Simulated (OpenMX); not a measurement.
A run of OpenMX 3.8.5 is set up as follows.

Sb.dat

```
System.CurrrentDirectory             ./
System.Name                          Sb
DATA.PATH                            ./DFT_DATA13
level.of.stdout                      1
level.of.fileout                     0
Species.Number                       1
<Definition.of.Atomic.Species
  Sb  Sb7.0-s3p2d2           Sb_PBE13
Definition.of.Atomic.Species>

Atoms.Number                         1
Atoms.SpeciesAndCoordinates.Unit     FRAC
<Atoms.SpeciesAndCoordinates
    1  Sb    0.0035030000    0.0030650000   -0.0217410000   7.500  7.500
Atoms.SpeciesAndCoordinates>

Atoms.UnitVectors.Unit               Ang
<Atoms.UnitVectors
     3.1830660000   -0.0091570000   -0.0792670000
    -0.0091570000    3.1372080000   -0.0565340000
    -0.0792670000   -0.0565340000    3.1629200000
Atoms.UnitVectors>

scf.XcType                           GGA-PBE
scf.SpinPolarization                 off
scf.ElectronicTemperature            580.226
scf.energycutoff                     100.0
scf.maxIter                          100
scf.EigenvalueSolver                 band
scf.Kgrid                            9 9 9
scf.Mixing.Type                      rmm-diisk
scf.Init.Mixing.Weight               0.05
scf.Min.Mixing.Weight                0.001
scf.Max.Mixing.Weight                0.3
scf.Mixing.History                   25
scf.Mixing.StartPulay                8
scf.criterion                        1.0e-8
scf.stress.tensor                    on
MD.Type                              nomd
```

Potentials or basis: OpenMX 2013 PBE set, Sb7.0-s3p2d2, grid cutoff 100 Ry.

Command:

```sh
$ openmx Sb.dat -nt 1 > Sb.std
```

(1) Predict the band gap on the k mesh.

(2) Predict the pressure.

Results:

(1) none (metal or under the smearing width).

(2) -0.2 GPa.

Caveat: the real-space grid is coarse for these elements, which adds noise of up to some 20 meV/atom to energies and shifts forces, pressures and volumes; the basis of atomic orbitals isn't converged, which shifts pressures, moduli and gaps.
